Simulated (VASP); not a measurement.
The system is TiO2.

```
CELL_PARAMETERS angstrom
4.81270 0.00000 0.00000
0.00000 4.87188 0.00000
-0.86289 0.00000 4.96659
ATOMIC_POSITIONS crystal
Ti 0.27744 0.05281 0.21315
Ti 0.72256 0.55281 0.28685
Ti 0.72256 0.94719 0.78685
Ti 0.27744 0.44719 0.71315
O 0.06384 0.17697 0.85156
O 0.93616 0.67697 0.64844
O 0.93616 0.82303 0.14844
O 0.06384 0.32303 0.35156
O 0.44536 0.75763 0.46677
O 0.55464 0.25763 0.03323
O 0.55464 0.24237 0.53323
O 0.44536 0.74237 0.96677
```

The cell comes from a database or a generator and needn't be the stable form of this composition.

| Property | Result |
| --- | --- |
| Program | VASP 6.6.1 |
| Task | relaxation of cell and atoms |
| Functional | PBE |
| Potentials or basis | VASP PAW PBE potentials, release 64 (Ti_sv, O) |
| Cutoff | 600 eV |
| k mesh | 5 × 5 × 5 |
| Occupations | fermi-dirac, width 0.05 eV |
| Spin | no spin polarisation |

At the start: pressure 4.7 GPa; volume 9.70 Å³/atom.

Where does the relaxation end?

Over 24 steps the energy falls by 3.4 meV/atom and the volume is 9.95 Å³/atom (+2.5 %); space group P2_1/c (No. 14, to 0.05 Å).

The path:
| step | energy change (eV) | largest force (eV/Å) | pressure (GPa) | volume (Å³) |
| --- | --- | --- | --- | --- |
| 1 | 0.0000 | 0.0997 | 4.65 | 116.45 |
| 2 | 0.0118 | 0.2582 | -5.13 | 121.27 |
| 3 | -0.0319 | 0.1369 | -0.06 | 118.64 |
| 4 | -0.0347 | 0.0807 | -0.04 | 118.78 |
| 5 | -0.0347 | 0.0890 | -0.04 | 118.79 |
| 6 | -0.0369 | 0.0547 | 0.03 | 118.84 |
| 7 | -0.0376 | 0.0527 | 0.11 | 118.89 |
| 8 | -0.0390 | 0.0366 | -0.05 | 119.06 |
| 9 | -0.0394 | 0.0310 | -0.17 | 119.19 |
| 10 | -0.0397 | 0.0372 | 0.31 | 119.02 |
| 11 | -0.0397 | 0.0325 | 0.21 | 119.06 |
| 12 | -0.0401 | 0.0187 | 0.04 | 119.17 |
| 13 | -0.0402 | 0.0207 | 0.01 | 119.20 |
| 14 | -0.0403 | 0.0167 | -0.05 | 119.26 |
| 15 | -0.0403 | 0.0342 | -0.14 | 119.34 |
| 16 | -0.0404 | 0.0190 | -0.10 | 119.30 |
| 17 | -0.0405 | 0.0180 | 0.05 | 119.24 |
| 18 | -0.0405 | 0.0184 | 0.10 | 119.22 |
| 19 | -0.0406 | 0.0157 | 0.02 | 119.27 |
| 20 | -0.0407 | 0.0354 | -0.09 | 119.34 |
| 21 | -0.0408 | 0.0261 | -0.07 | 119.34 |
| 22 | -0.0410 | 0.0124 | -0.01 | 119.35 |
| 23 | -0.0410 | 0.0143 | 0.00 | 119.36 |
| 24 | -0.0410 | 0.0085 | 0.01 | 119.36 |

Final structure:
```yaml
crystal:
  lattice:
    - [4.84846, 0.00000, -0.01058]
    - [0.00000, 4.90846, 0.00000]
    - [-0.88021, 0.00000, 5.01735]
  atoms:
    - { symbol: Ti, position: [0.27644, 0.05639, 0.21595] }
    - { symbol: Ti, position: [0.72356, 0.55639, 0.28405] }
    - { symbol: Ti, position: [0.72356, 0.94361, 0.78405] }
    - { symbol: Ti, position: [0.27644, 0.44361, 0.71595] }
    - { symbol: O, position: [0.06253, 0.17862, 0.85365] }
    - { symbol: O, position: [0.93748, 0.67862, 0.64635] }
    - { symbol: O, position: [0.93747, 0.82138, 0.14635] }
    - { symbol: O, position: [0.06252, 0.32138, 0.35365] }
    - { symbol: O, position: [0.44796, 0.75838, 0.46008] }
    - { symbol: O, position: [0.55204, 0.25838, 0.03992] }
    - { symbol: O, position: [0.55204, 0.24162, 0.53992] }
    - { symbol: O, position: [0.44796, 0.74162, 0.96008] }
```
